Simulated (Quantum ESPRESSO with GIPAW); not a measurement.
**17O and 177Hf NMR of HfO2, calculated**

Wanted: NMR shieldings for each site of HfO2.

Calculated with Quantum ESPRESSO with GIPAW 8.0dev (patched build); DFT, PBEsol, plane-wave PAW (pslibrary 1.0.0 recipes), scalar-relativistic, GIPAW; a patched development version of the program.

### Step 1. The starting structure

The structure is monoclinic, space group P2_1/c (No. 14). The conventional cell has a = 5.118 Å, b = 5.186 Å, c = 5.284 Å, α = 90.00°, β = 99.35°, γ = 90.00°. Hf has 7 O at 2.03 to 2.27 Å nearest. Nearest to O lie 3 Hf at 2.03 to 2.12 Å. Nearest to O lie 4 Hf at 2.13 to 2.27 Å. Farther neighbours and most contacts between anions are not listed.

The cell is an entry of the Crystallography Open Database; it need not be the form that is stable at ambient conditions.

This structure had its atoms relaxed beforehand (DFT, PBEsol, plane-wave PAW (pslibrary 1.0.0 recipes), Quantum ESPRESSO with GIPAW), starting from the database entry, since shieldings follow bond lengths closely.

### Step 2. Ground state

GIPAW is a response on top of the ground state, so the wavefunctions come first. Their errors pass straight into the induced current, hence the tight threshold. No empty states are asked for: the response is solved without them. The mesh has a spacing of 0.32 Å⁻¹ at most. The PAW files were made with ld1.x from the pslibrary 1.0.0 recipes, with GIPAW reconstruction switched on.

File scf.in:

```
&control
  calculation = 'scf'
  prefix = 'x'
  outdir = './tmp/'
  pseudo_dir = './'
/
&system
  ibrav = 0
  nat = 12
  ntyp = 2
  ecutwfc = 55
  ecutrho = 330
  nbnd = 48
/
&electrons
  conv_thr = 1.0d-10
  mixing_beta = 0.7
  electron_maxstep = 100
/
ATOMIC_SPECIES
  Hf 178.490 Hf.pbesol-spn-kjpaw_psl.1.0.0-gipaw.UPF
  O 15.999 O.pbesol-n-kjpaw_psl.1.0.0-gipaw.UPF
CELL_PARAMETERS angstrom
  5.11800000 0.00000000 0.00000000
  0.00000000 5.18570000 0.00000000
  -0.85866306 0.00000000 5.21386714
ATOMIC_POSITIONS crystal
  Hf 0.27477475 0.45593975 0.70803628
  Hf 0.72522525 0.95593975 0.79196372
  Hf 0.72522525 0.54406025 0.29196372
  Hf 0.27477475 0.04406025 0.20803628
  O 0.06627317 0.17263666 0.85049172
  O 0.93372683 0.67263666 0.64950828
  O 0.93372683 0.82736334 0.14950828
  O 0.06627317 0.32736334 0.35049172
  O 0.45178886 0.74275556 0.97429344
  O 0.54821114 0.24275556 0.52570656
  O 0.54821114 0.25724444 0.02570656
  O 0.45178886 0.75724444 0.47429344
K_POINTS automatic
  4 4 4 0 0 0
```

On the command line:

```bash
mpirun -np 4 pw.x -nk 4 -in scf.in > scf.out
```

What it wrote:

```text
using ibrav=0 with symmetry is DISCOURAGED, use correct ibrav instead

     bravais-lattice index     =            0
     lattice parameter (alat)  =       9.6716  a.u.
     unit-cell volume          =     933.8223 (a.u.)^3
     number of atoms/cell      =           12
     number of atomic types    =            2
     number of electrons       =        96.00
     number of Kohn-Sham states=           48
     kinetic-energy cutoff     =      55.0000  Ry
     charge density cutoff     =     330.0000  Ry
     scf convergence threshold =      1.0E-10
     mixing beta               =       0.7000
     number of iterations used =            8  plain     mixing
     Exchange-correlation= SLA-PW-PSX-PSC
                           (   1   4  10   8   0   0   0)
[...]
Hf               12.00   178.49000     Hf( 1.00)
     O                 6.00    15.99900     O ( 1.00)

      4 Sym. Ops., with inversion, found ( 2 have fractional translation)
[...]
number of k points=    30
[...]
Dense  grid:    94537 G-vectors     FFT dimensions: (  60,  60,  60)

     Smooth grid:    51463 G-vectors     FFT dimensions: (  45,  48,  48)

     Initial potential from superposition of free atoms

     starting charge      95.9929, renormalised to      96.0000
     Starting wfcs are   72 randomized atomic wfcs

     Self-consistent Calculation

     iteration #  1     ecut=    55.00 Ry     beta= 0.70
     Davidson diagonalization with overlap
     ethr =  1.00E-02,  avg # of iterations =  1.0

     total energy              =   -3077.44071708 Ry
     estimated scf accuracy    <       4.27472302 Ry

     iteration #  2     ecut=    55.00 Ry     beta= 0.70
     Davidson diagonalization with overlap
     ethr =  4.45E-03,  avg # of iterations =  7.0

     total energy              =   -3079.24051655 Ry
     estimated scf accuracy    <       5.14263061 Ry

     iteration #  3     ecut=    55.00 Ry     beta= 0.70
     Davidson diagonalization with overlap
     ethr =  4.45E-03,  avg # of iterations =  2.0

     total energy              =   -3078.94992150 Ry
     estimated scf accuracy    <       1.05301338 Ry

[...]
c_bands: 2 eigenvalues not converged on the other pools
[...]
total energy              =   -3079.95064050 Ry
[...]
iteration # 36     ecut=    55.00 Ry     beta= 0.70
     Davidson diagonalization with overlap
     ethr =  2.95E-13,  avg # of iterations =  2.0

     total energy              =   -3079.95064050 Ry
     estimated scf accuracy    <          2.8E-10 Ry

     iteration # 37     ecut=    55.00 Ry     beta= 0.70
     Davidson diagonalization with overlap
     ethr =  2.89E-13,  avg # of iterations =  4.9

     End of self-consistent calculation
     [one-electron energies left out]

!    total energy              =   -3079.95064050 Ry
     total all-electron energy =   -121793.947752 Ry
     estimated scf accuracy    <          1.7E-11 Ry

     The total energy is the sum of the following terms:
     one-electron contribution =    -126.92606398 Ry
     hartree contribution      =     125.57788541 Ry
     xc contribution           =    -224.39029312 Ry
     ewald contribution        =    -519.29323678 Ry
     one-center paw contrib.   =   -2334.91893203 Ry

     convergence has been achieved in  37 iterations
[...]
JOB DONE.
```

The job ended after 3.6 min (4 MPI ranks of Arm Neoverse V2, shared host; peak memory 0.93 GiB).

It converged in 37 cycles to an estimated accuracy of 2e-11 Ry, on 30 irreducible k-points.

### Step 3. Shieldings

A uniform field breaks periodicity, so gipaw.x applies it as a wave of small q and takes the limit. It solves for the first-order states, builds the induced current and gets the field at each nucleus by Biot–Savart; the PAW spheres add what the smooth waves miss near the nuclei. pawproj makes the reconstruction use the PAW data sets' own projectors.

File nmr.in:

```
&inputgipaw
  job = 'nmr'
  prefix = 'x'
  tmp_dir = './tmp/'
  restart_mode = 'from_scratch'
  verbosity = 'low'
  q_gipaw = 0.01
  spline_ps = .true.
  conv_threshold = 1.0d-11
  use_nmr_macroscopic_shape = .false.
  pawproj(1) = .true.
  pawproj(2) = .true.
/
```

On the command line:

```bash
mpirun -np 4 gipaw.x -in nmr.in > nmr.out
```

What it wrote:

```text
[banner, memory and clock lines left out]
[a note of our patched build left out]

     Parallelizing q-star over 1 images

     IMPORTANT: XC functional enforced from input :
     Exchange-correlation= PBESOL
                           (   1   4  10   8   0   0   0)
     Any further DFT definition will be discarded
     Please, verify this is what you really want

[...]
projs nearly linearly dependent: l=0  n1,n2= 1, 2  s=  0.99147125
[...]
alpha_pv=    120.5522 eV

     spline_ps is .false., expect some extrapolation errors

     q-space interpolation up to    66.00 Rydberg

     GIPAW job: nmr
     NMR macroscopic correction: no
[...]
Computing the magnetic susceptibility     isolve=0    ethr=  0.1000E-10
     Starting from scratch
     k-point #    1 of    30      pool #  1    cpu time:       1.1
[...]
End of magnetic susceptibility calculation

     f-sum rule (1st term):
          -100.3579          0.0000          0.0065
             0.0000       -100.3591          0.0000
             0.0064          0.0000       -100.3525

     f-sum rule (2nd term):
            -1.8191          0.0000         -0.0062
             0.0000         -1.8186          0.0000
            -0.0060          0.0000         -1.8249

     f-sum rule (should be  -102.1746):
          -102.1769          0.0000          0.0003
             0.0000       -102.1777          0.0000
             0.0004          0.0000       -102.1774

[... susceptibilities left out ...]
     Contributions to the NMR chemical shifts: -------------------------------

     Macroscopic shape contribution in ppm:                    0.00
             0.0000          0.0000          0.0000
             0.0000          0.0000          0.0000
             0.0000          0.0000          0.0000

     Core contribution in ppm:

     Atom  1  Hf  pos: (  0.155985  0.461971  0.721299)  core sigma:        8991.76
     Atom  2  Hf  pos: (  0.592355  0.968585  0.806798)  core sigma:        8991.76
     Atom  3  Hf  pos: (  0.676242  0.551257  0.297433)  core sigma:        8991.76
     Atom  4  Hf  pos: (  0.239872  0.044643  0.211933)  core sigma:        8991.76
     Atom  5  O   pos: ( -0.076417  0.174920  0.866423)  core sigma:         270.50
     Atom  6  O   pos: (  0.824757  0.681534  0.661674)  core sigma:         270.50
     Atom  7  O   pos: (  0.908643  0.838308  0.152309)  core sigma:         270.50
     Atom  8  O   pos: (  0.007470  0.331694  0.357057)  core sigma:         270.50
     Atom  9  O   pos: (  0.288329  0.752581  0.992543)  core sigma:         270.50
     Atom 10  O   pos: (  0.460012  0.245967  0.535554)  core sigma:         270.50
     Atom 11  O   pos: (  0.543898  0.260647  0.026188)  core sigma:         270.50
     Atom 12  O   pos: (  0.372215  0.767261  0.483178)  core sigma:         270.50

     Bare contribution in ppm:

     Atom  1  Hf  pos: (  0.155985  0.461971  0.721299)  bare sigma:          29.23
[...]
Atom  2  Hf  pos: (  0.592355  0.968585  0.806798)  bare sigma:          29.23
[...]
Atom  3  Hf  pos: (  0.676242  0.551257  0.297433)  bare sigma:          29.23
[...]
Atom  4  Hf  pos: (  0.239872  0.044643  0.211933)  bare sigma:          29.23
[...]
Atom  5  O   pos: ( -0.076417  0.174920  0.866423)  bare sigma:         -40.67
[...]
Atom  6  O   pos: (  0.824757  0.681534  0.661674)  bare sigma:         -40.67
[...]
Atom  7  O   pos: (  0.908643  0.838308  0.152309)  bare sigma:         -40.67
[...]
Atom  8  O   pos: (  0.007470  0.331694  0.357057)  bare sigma:         -40.67
[...]
Atom  9  O   pos: (  0.288329  0.752581  0.992543)  bare sigma:         -24.14
[...]
Atom 10  O   pos: (  0.460012  0.245967  0.535554)  bare sigma:         -24.14
[...]
Atom 11  O   pos: (  0.543898  0.260647  0.026188)  bare sigma:         -24.14
[...]
Atom 12  O   pos: (  0.372215  0.767261  0.483178)  bare sigma:         -24.14
[...]
Diamagnetic contribution in ppm:

     Atom  1  Hf  pos: (  0.155985  0.461971  0.721299)  dia sigma:         -46.95
[...]
Atom  2  Hf  pos: (  0.592355  0.968585  0.806798)  dia sigma:         -46.95
[...]
Atom  3  Hf  pos: (  0.676242  0.551257  0.297433)  dia sigma:         -46.95
[...]
Atom  4  Hf  pos: (  0.239872  0.044643  0.211933)  dia sigma:         -46.95
[...]
Atom  5  O   pos: ( -0.076417  0.174920  0.866423)  dia sigma:          17.76
[...]
Atom  6  O   pos: (  0.824757  0.681534  0.661674)  dia sigma:          17.76
[...]
Atom  7  O   pos: (  0.908643  0.838308  0.152309)  dia sigma:          17.76
[...]
Atom  8  O   pos: (  0.007470  0.331694  0.357057)  dia sigma:          17.76
[...]
Atom  9  O   pos: (  0.288329  0.752581  0.992543)  dia sigma:          17.68
[...]
Atom 10  O   pos: (  0.460012  0.245967  0.535554)  dia sigma:          17.68
[...]
Atom 11  O   pos: (  0.543898  0.260647  0.026188)  dia sigma:          17.68
[...]
Atom 12  O   pos: (  0.372215  0.767261  0.483178)  dia sigma:          17.68
[...]
Paramagnetic contribution in ppm:

     Atom  1  Hf  pos: (  0.155985  0.461971  0.721299)  para sigma:       -6794.80
[...]
Atom  2  Hf  pos: (  0.592355  0.968585  0.806798)  para sigma:       -6794.80
[...]
Atom  3  Hf  pos: (  0.676242  0.551257  0.297433)  para sigma:       -6794.80
[...]
Atom  4  Hf  pos: (  0.239872  0.044643  0.211933)  para sigma:       -6794.80
[...]
Atom  5  O   pos: ( -0.076417  0.174920  0.866423)  para sigma:        -164.63
[...]
Atom  6  O   pos: (  0.824757  0.681534  0.661674)  para sigma:        -164.63
[...]
Atom  7  O   pos: (  0.908643  0.838308  0.152309)  para sigma:        -164.63
[...]
Atom  8  O   pos: (  0.007470  0.331694  0.357057)  para sigma:        -164.63
[...]
Atom  9  O   pos: (  0.288329  0.752581  0.992543)  para sigma:        -122.71
[...]
Atom 10  O   pos: (  0.460012  0.245967  0.535554)  para sigma:        -122.71
[...]
Atom 11  O   pos: (  0.543898  0.260647  0.026188)  para sigma:        -122.71
[...]
Atom 12  O   pos: (  0.372215  0.767261  0.483178)  para sigma:        -122.71
[...]
Paramagnetic US occ-occ contribution in ppm:

     Atom  1  Hf  pos: (  0.155985  0.461971  0.721299)  para_oo sigma:         -24.14
[...]
Atom  2  Hf  pos: (  0.592355  0.968585  0.806798)  para_oo sigma:         -24.14
[...]
Atom  3  Hf  pos: (  0.676242  0.551257  0.297433)  para_oo sigma:         -24.14
[...]
Atom  4  Hf  pos: (  0.239872  0.044643  0.211933)  para_oo sigma:         -24.14
[...]
Atom  5  O   pos: ( -0.076417  0.174920  0.866423)  para_oo sigma:          -0.10
[...]
Atom  6  O   pos: (  0.824757  0.681534  0.661674)  para_oo sigma:          -0.10
[...]
Atom  7  O   pos: (  0.908643  0.838308  0.152309)  para_oo sigma:          -0.10
[...]
Atom  8  O   pos: (  0.007470  0.331694  0.357057)  para_oo sigma:          -0.10
[...]
Atom  9  O   pos: (  0.288329  0.752581  0.992543)  para_oo sigma:          -0.11
[...]
Atom 10  O   pos: (  0.460012  0.245967  0.535554)  para_oo sigma:          -0.11
[...]
Atom 11  O   pos: (  0.543898  0.260647  0.026188)  para_oo sigma:          -0.11
[...]
Atom 12  O   pos: (  0.372215  0.767261  0.483178)  para_oo sigma:          -0.11
[...]
Paramagnetic US L_R Q_R contribution in ppm:

     Atom  1  Hf  pos: (  0.155985  0.461971  0.721299)  para_lq sigma:        2835.02
[...]
Atom  2  Hf  pos: (  0.592355  0.968585  0.806798)  para_lq sigma:        2835.02
[...]
Atom  3  Hf  pos: (  0.676242  0.551257  0.297433)  para_lq sigma:        2835.02
[...]
Atom  4  Hf  pos: (  0.239872  0.044643  0.211933)  para_lq sigma:        2835.02
[...]
Atom  5  O   pos: ( -0.076417  0.174920  0.866423)  para_lq sigma:        -206.42
[...]
Atom  6  O   pos: (  0.824757  0.681534  0.661674)  para_lq sigma:        -206.42
[...]
Atom  7  O   pos: (  0.908643  0.838308  0.152309)  para_lq sigma:        -206.42
[...]
Atom  8  O   pos: (  0.007470  0.331694  0.357057)  para_lq sigma:        -206.42
[...]
Atom  9  O   pos: (  0.288329  0.752581  0.992543)  para_lq sigma:        -208.28
[...]
Atom 10  O   pos: (  0.460012  0.245967  0.535554)  para_lq sigma:        -208.28
[...]
Atom 11  O   pos: (  0.543898  0.260647  0.026188)  para_lq sigma:        -208.28
[...]
Atom 12  O   pos: (  0.372215  0.767261  0.483178)  para_lq sigma:        -208.28
[...]
Total NMR chemical shifts in ppm: ---------------------------------------
     (adopting the Simpson convention for anisotropy and asymmetry)-----------

     Atom  1  Hf  pos: (  0.155985  0.461971  0.721299)  Total sigma:        4990.13
          5048.9199        212.2528       -218.2760
           154.3709       5118.5906         43.2329
          -207.2448         45.4056       4802.8669

     Hf      1    anisotropy:   -522.41    eta:    0.7570
[...]
Atom  2  Hf  pos: (  0.592355  0.968585  0.806798)  Total sigma:        4990.13
[... its tensor is left out ...]
     Atom  3  Hf  pos: (  0.676242  0.551257  0.297433)  Total sigma:        4990.13
[... its tensor is left out ...]
     Atom  4  Hf  pos: (  0.239872  0.044643  0.211933)  Total sigma:        4990.13
[... its tensor is left out ...]
     Atom  5  O   pos: ( -0.076417  0.174920  0.866423)  Total sigma:        -123.56
          -131.6606         47.5495        -58.8870
            72.1965        -71.4606         53.9258
           -72.2350         29.8336       -167.5513

     O       5    anisotropy:   -183.44    eta:    0.4559
[...]
Atom  6  O   pos: (  0.824757  0.681534  0.661674)  Total sigma:        -123.56
[... its tensor is left out ...]
     Atom  7  O   pos: (  0.908643  0.838308  0.152309)  Total sigma:        -123.56
[... its tensor is left out ...]
     Atom  8  O   pos: (  0.007470  0.331694  0.357057)  Total sigma:        -123.56
[... its tensor is left out ...]
     Atom  9  O   pos: (  0.288329  0.752581  0.992543)  Total sigma:         -67.05
           -26.6561        -10.5456        -56.5457
             2.2935        -74.6290         28.9111
           -37.0660         56.8125        -99.8666

     O       9    anisotropy:   -114.50    eta:    0.8522
[...]
Atom 10  O   pos: (  0.460012  0.245967  0.535554)  Total sigma:         -67.05
[... its tensor is left out ...]
     Atom 11  O   pos: (  0.543898  0.260647  0.026188)  Total sigma:         -67.05
[... its tensor is left out ...]
     Atom 12  O   pos: (  0.372215  0.767261  0.483178)  Total sigma:         -67.05
[... its tensor is left out ...]
```

Run time: 31 min. Hardware: 4 MPI ranks; peak memory 0.47 GiB; 2.1 h of CPU time.

The f-sum rule is met to 0.0031 of 102.2 (0.003 %). Converged shieldings require that this miss be small, but a small miss does not prove them.

From the symmetric part of each tensor, with principal values σ11 ≤ σ22 ≤ σ33: σ_iso is their mean, the span is σ33 − σ11 and the skew 3(σ_iso − σ22)/span. (gipaw.x prints an anisotropy in another convention.)

```csv
site,atom no.,atoms in cell,σ_iso (ppm),span (ppm),skew
Hf,1,4,4990,654,-0.19
O(1),5,4,-123.6,211.3,-0.47
O(2),9,4,-67.1,147.0,-0.12
```

The macroscopic shape term is switched off. For a spherical sample the valence susceptibility of this run would add about 5 ppm to every site, a rough estimate, since the susceptibility converges slowly and lacks part of the PAW terms. Differences within the crystal don't depend on it, but shieldings of different compounds can't be compared to better than a few ppm without it.

In this run the largest span among the lighter atoms is that of O(1) (site symmetry 1), with principal values -245.9, -90.3 and -34.5 ppm.

17O and 177Hf also have a quadrupolar coupling here. It is not given: on PAW files the efg job of this gipaw.x leaves out the augmentation charge of neighbouring atoms and can miss by tens of per cent.

### Step 4. NMR parameters by site

Covalently bonded atoms count as neighbours within 1.18 times the sum of their radii. Otherwise a cation's neighbours lie within 1.2 times its shortest bond (1.3 for large cations, each anion's radius taken off where they differ), and an anion's are the cations that count it.

| site | atom no. | atoms in cell | surroundings | bonds (Å) | σ_iso (ppm) |
| --- | --- | --- | --- | --- | --- |
| Hf | 1 | 4 | HfO7 | 2.03 to 2.27 | 4990 |
| O(1) | 5 | 4 | bound to Hf3 | 2.03 to 2.12 | -123.6 |
| O(2) | 9 | 4 | bound to Hf4 | 2.13 to 2.27 | -67.1 |

By surroundings the O shieldings are 3-coordinate: -123.6; 4-coordinate: -67.1 ppm.

### Step 5. Results

```
17O shielding without shape term   : -123.6, -67.1 ppm
177Hf shielding without shape term : 4990 ppm
```

What this shows: 17O has 2 sites, in the ratio 1:1: O(1) (bound to Hf3) at a shielding of -123.6 and O(2) (bound to Hf4) at a shielding of -67.1 ppm, shape term left out. A shift needs a reference, δ = σ_ref − σ, fixed on measured compounds; for 17O of this kind at this level too few were at hand, or they scattered too widely about a line, so none is given. No sound run at another cutoff or mesh is at hand, so convergence rests on the f-sum rule and on experience with these files. Spin-orbit coupling is missing, which matters for Hf and for the light atoms bound to such centres. The scalar-relativistic files are used with non-relativistic response operators, which weighs most on the heavy atoms' own shieldings. This build of gipaw.x prints that it is not audited and that its numbers are no references by themselves. It also reports spline_ps as false although the input sets it; why was not traced. pw.x warned of eigenvalues not converged in some cycles of 1 ground-state run, which then met the threshold.

[Banner, clock, file and message-heading lines were taken out of the pw.x and gipaw.x logs.]

[Logs are printed without paths, hosts, clocks, repeated set-up lines and the standing remarks that a program may print on its own settings, such as how far it seeks lower states.]

[Hosts, paths, dates, database ids (printed as entryN), source tags and the programs' standing remarks are cut or masked in the printed files.]

[Where no reference line passes its bar on scatter, no shift is given, so a measured shift of this compound may stand uncompared.]
